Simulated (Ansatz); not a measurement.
**TePb (Fm-3m): scan of the energy under strain in Python**

What does a strain cost in TePb (Fm-3m)? A script is to give a scan of the energy under strain; the system is TePb (Fm-3m).

All numbers are computed with the Python package of Ansatz 0.2.0. Level of theory: DFT PBE, plane waves, PAW.

### Step 1. Starting point

It takes space group Fm-3m (No. 225, cubic). Conventional cell: a = 6.462 Å, b = 6.462 Å, c = 6.462 Å, α = 90.00°, β = 90.00°, γ = 90.00°. Te (site symmetry m-3m) has 6 Pb at 3.23 Å as nearest neighbours. Around Pb (site symmetry m-3m) lie 6 Te at 3.23 Å.

No structure file is read: the coordinates are typed or built in the script.

### Step 2. The script

The input, tepb_strain.py:

```python
import ansatz as az
import matplotlib.pyplot as plt
import numpy as np

VECTORS = np.array([
    [0.0, 3.231, 3.231],
    [3.231, 0.0, 3.231],
    [3.231, 3.231, 0.0],
])
SITES = [
    ("Te", [0.5, 0.5, 0.5]),
    ("Pb", [0.0, 0.0, 0.0]),
]


def build(cell):
    crystal = az.Crystal(lattice=az.Lattice.of(cell))
    for symbol, position in SITES:
        crystal = crystal.atom(symbol, position)
    return crystal


def main() -> None:
    values = np.linspace(-0.01, 0.01, 5)
    energies = []
    for d in values:
        strain = np.diag([d, d, (1 + d) ** -2 - 1])
        cell = VECTORS @ (np.eye(3) + strain)
        job = (
            build(cell).calculation()
            .functional("pbe")
            .basis(470)
            .occupations("gaussian", width=0.05)
            .kpoints(6, 6, 6)
        )
        rep = job.run().report
        energies.append(rep["free_energy_ev"] / len(SITES))
        print(f"d = {d:+.4f}  F = {energies[-1]:.5f} eV/atom")
    energies = np.array(energies)

    for value, e in zip(values, energies):
        print(f"strain {value:7.3f}   E - Emin = {1000 * (e - energies.min()):9.3f} meV/atom")
    plt.figure(figsize=(4.5, 3))
    plt.plot(values, 1000 * (energies - energies.min()), "o-")
    plt.xlabel("strain")
    plt.ylabel("meV/atom")
    plt.tight_layout()
    plt.savefig("strain.png", dpi=100)
    curvature = 2 * np.polyfit(values, energies, 3)[1]
    volume = abs(np.linalg.det(VECTORS)) / len(SITES)
    print(f"d2E/dd2 over the volume: {curvature / volume * 160.21766:.1f} GPa")


if __name__ == "__main__":
    main()
```

### Step 3. What the engine is handed

The package turns the script's settings into the engine's input (first run):

```yaml
crystal:
  lattice:
    - [0.0, 3.19869, 3.296602387511478]
    - [3.19869, 0.0, 3.296602387511478]
    - [3.19869, 3.19869, 0.0]
  atoms:
    - { symbol: Te, position: [0.5, 0.5, 0.5] }
    - { symbol: Pb, position: [0.0, 0.0, 0.0] }
basis:
  ecutwfc: 470.0
kpoints:
  mp_grid:
    grid: [6, 6, 6]
hamiltonian:
  xc: pbe
scf:
  occupations:
    method: gaussian
    width: 0.05
```

### Step 4. Running it

On the command line:

```
python tepb_strain.py
```

**Question.** How much energy does this tetragonal strain cost, and what curvature follows?

As calculated:

| quantity | value |
| --- | --- |
| curvature under the strain | 736.5 GPa |
| runs compared | 5 |
| range of energy | 7.97 meV/atom |
| lowest point, strain | 0.000 |

Against the unstrained cell the energy per atom changes by +7.53 meV at one end of the scan and +7.97 meV at the other, and its second derivative over the volume is 736.5 GPa. What to keep in mind:
- The curvature belongs to this strain pattern and to the cell's stress; it equals a single elastic constant only for simple patterns.
- Spin-orbit coupling, which matters for elements this heavy, is left out.
- The ions keep their fractional positions (clamped ions).
